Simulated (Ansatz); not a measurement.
## What a change of settings does to a run on MgB2

The cell is COD entry 1000026, as deposited and not checked against the literature; nothing was relaxed.

First run: DFT, PBE, all-electron LAPW, scalar-relativistic (Ansatz 0.2.0).

Command: `ansatz run input.yaml --threads 1 --pin off --max-ram 4096MiB --backend cpu --events-out ev --progress --plain --runs-dir out` The run took 33 s on 1 thread of Arm Neoverse V2, with other jobs on the host, peak memory 0.5 GiB.

```yaml
crystal:
  lattice:
    - [3.0850007055, 0.0, 0.0]
    - [-1.5425003528, 2.6716889817, 0.0]
    - [0.0, 0.0, 3.523]
  atoms:
    - { symbol: Mg, position: [0.0, 0.0, 0.0] }
    - { symbol: B, position: [0.3333333333, 0.6666666667, 0.5] }
    - { symbol: B, position: [0.6666666667, 0.3333333333, 0.5] }
kpoints:
  mp_grid: { grid: [15, 15, 12] }
  band_path:
    path:
      - [0.0, 0.0, 0.0]
      - [0.5, 0.0, 0.0]
      - [0.3333333333, 0.3333333333, 0.0]
      - [0.0, 0.0, 0.0]
      - [0.0, 0.0, 0.5]
      - [0.5, 0.0, 0.5]
      - [0.3333333333, 0.3333333333, 0.5]
      - [0.0, 0.0, 0.5]
      - [0.5, 0.0, 0.5]
    npoints: 14
scf:
  occupations: { method: fermi_dirac, width: 0.05 }
hamiltonian:
  xc: pbe
  pseudopotentials: { kind: all_electron, lapw: { basis_error: 0.0005 } }
output:
  forces: true
  stress: true
  eigenvalues: true
  populations: true
  dos: { projected: true, de: 0.2, e_range: [-14, 8] }
```

Result: converged; pressure -1.09 GPa; no gap on the k mesh; 8 SCF iterations.

The input is then changed:

```diff
@@ -32,4 +32,3 @@
   eigenvalues: true
   populations: true
-  dos: { projected: true, de: 0.2, e_range: [-14, 8] }
```

Question: Predict the outcome of the changed run.

Answer: It converged; pressure -1.09 GPa; no gap on the k mesh; 8 SCF iterations.

The results part of its log:

```
SCF 1 converged in 8 iterations: F = -6804.161479 eV  dr2 = 3.63e-9
NSCF: frozen V_eff on 113 k-points
SCF converged after 8 iterations
Free energy (F): -6804.161479 eV
Harris-Foulkes:  -6804.161479 eV  (|F-HF|=2.81e-9)
Internal energy: -6804.155001 eV  (E = F + TS)
E sigma→0 (E₀):  -6804.158240 eV
Entropy (-TS):   -0.006478 eV (-2.159 meV/atom)
Fermi energy:    9.167379 eV
--- Per-component energies (eV) ---
  E_band       = -946.724862
  E_kinetic    = 6804.351841
  E_xc         = -670.789736
  E_electrostatic = -12937.717106  (all electrons and nuclei)
  E_smearing   = -0.006478  (= −TS)
  E_closure    = 0.000000  (closes the sum)
  E_atoms      = -6788.863554  (free atoms, spherical and without spin; not in F)
  Σ components = -6804.161479   (vs F -6804.161479, Δ=0.00e0)
  Basis errors (estimates in eV, not in F): energy 2.8e-4 per atom: plane waves 2.6e-4 (1.5e-4 summed), levels above the bands 1.1e-79, relativity 3.6e-9, radial functions 1.9e-5, core shells 2.0e-12; eigenvalues (radial functions only) 1.3e-5; not estimated: angular momenta, meshes, grids; target (lapw.basis_error) 5.0e-4; muffin-tin radii B 0.891 Å, Mg 1.092 Å
--- Forces (eV/Å), atoms counted from 1 ---
  atom   1  Mg     0.00000000    -0.00000000     0.00000000
  atom   2  B      0.00000000    -0.00000000     0.00000000
  atom   3  B     -0.00000000     0.00000000     0.00000000
  max |Σ_I F_I| component: 7.40e-32 eV/Å
--- Stress (GPa, compression-positive) ---
       -1.740504       0.000000       0.000000
        0.000000      -1.740504       0.000000
        0.000000       0.000000       0.209690
  P = ⅓ Tr σ = -1.0904 GPa (-10.904 kbar)
--- Band table (eV; the first three rows and the last of 189) ---
  k-point 0: bands = ["-163.0627", "-163.0494", "-66.0095", "-32.7607", "-32.7607", "-32.7478", "-3.2322", "6.2516", "9.5326", "9.5326", "10.8374", "15.4752", "15.4752", "17.2487"]
  k-point 1: bands = ["-163.0627", "-163.0494", "-66.0095", "-32.7606", "-32.7606", "-32.7483", "-3.1720", "5.7651", "9.5558", "9.5558", "11.4645", "15.4955", "15.4955", "17.2400"]
  k-point 2: bands = ["-163.0627", "-163.0494", "-66.0094", "-32.7605", "-32.7605", "-32.7496", "-2.9963", "4.7510", "9.6203", "9.6203", "12.8986", "15.5522", "15.5522", "17.2162"]
  k-point 188: bands = ["-163.0561", "-163.0561", "-66.0055", "-32.7872", "-32.7872", "-32.7479", "2.8073", "2.8073", "4.0122", "7.1836", "7.1836", "12.7450", "20.8007", "21.0556"]
--- Löwdin populations: 3 sites ---
  site symbol       q [e]
     0     Mg     10.3455
     1      B      5.7861
     2      B      5.7861
  spilling = 0.003739 (of n_electrons = 22.000000)
```
